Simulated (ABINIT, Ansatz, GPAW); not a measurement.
# One calculation of Fe, 3 ways

```
CELL_PARAMETERS angstrom
-1.44300 1.44300 1.44300
1.44300 -1.44300 1.44300
1.44300 1.44300 -1.44300
ATOMIC_POSITIONS crystal
Fe 0.00000 0.00000 0.00000
```

Alike in all runs: task band structure; functional revPBE; k mesh 13 × 13 × 13; occupations fermi-dirac, width 0.05 eV; collinear spin, ferromagnetic start; no spin-orbit coupling. Pressure is positive in compression and, in plane waves, holds the error of the finite cutoff, which Ansatz's Pulay term estimates and takes out.

```csv
program and potentials,plane-wave cutoff (eV),notes,pressure (GPa),net moment per atom (μB)
"Ansatz, Ansatz PAW",420,"potentials made for PBE, which Ansatz adapts in part; 16 valence electrons an atom on average; Pulay term of +0.10 GPa included",-5.05,2.29
"ABINIT, JTH PAW PBE v2.0",707,potentials made for PBE; 16 valence electrons an atom on average,-6.01,2.29
"GPAW, the program's PAW data sets (release 1.2.1) made for this functional",600,8 valence electrons an atom on average,-3.12,2.29
```

The pressure spans -6.01 (ABINIT, JTH PAW PBE v2.0) to -3.12 GPa (GPAW, the program's PAW data sets (release 1.2.1) made for this functional). All agree on the net moment per atom. Some sets were made for another functional than the one run, which can shift their rows. The state is the one that the start led to, which needn't be the lowest.

The functional is the same throughout but for its coding, so the spread measures potentials, basis and numerics; runs on potential files found faulty are left out.

All three runs put ferromagnetic bcc iron under tension, so this functional favours a somewhat smaller cell than the one used. The moment of 2.29 μB is the sturdier result. Exchange splitting leaves the majority d states mostly filled and puts the Fermi level near the minority-spin pseudogap between bonding and antibonding d states, where small changes in the potential move little charge between the spin channels.

Pressure is more exposed, because it follows the slope of the energy with volume, and in a stiff metal a slight shift in equilibrium volume costs several GPa. The GPAW run, with the weakest tension, differs both in leaving the 3s and 3p shells in the core and in using data sets matched to the functional, so its offset can't be assigned to either. Ansatz and ABINIT both treat 16 valence electrons and start from potentials made for PBE, but Ansatz adapts its potentials in part to the functional, so the match to the functional may also contribute to the gap between those two. A single volume fixes the direction of the relaxation, but not the equilibrium lattice constant.
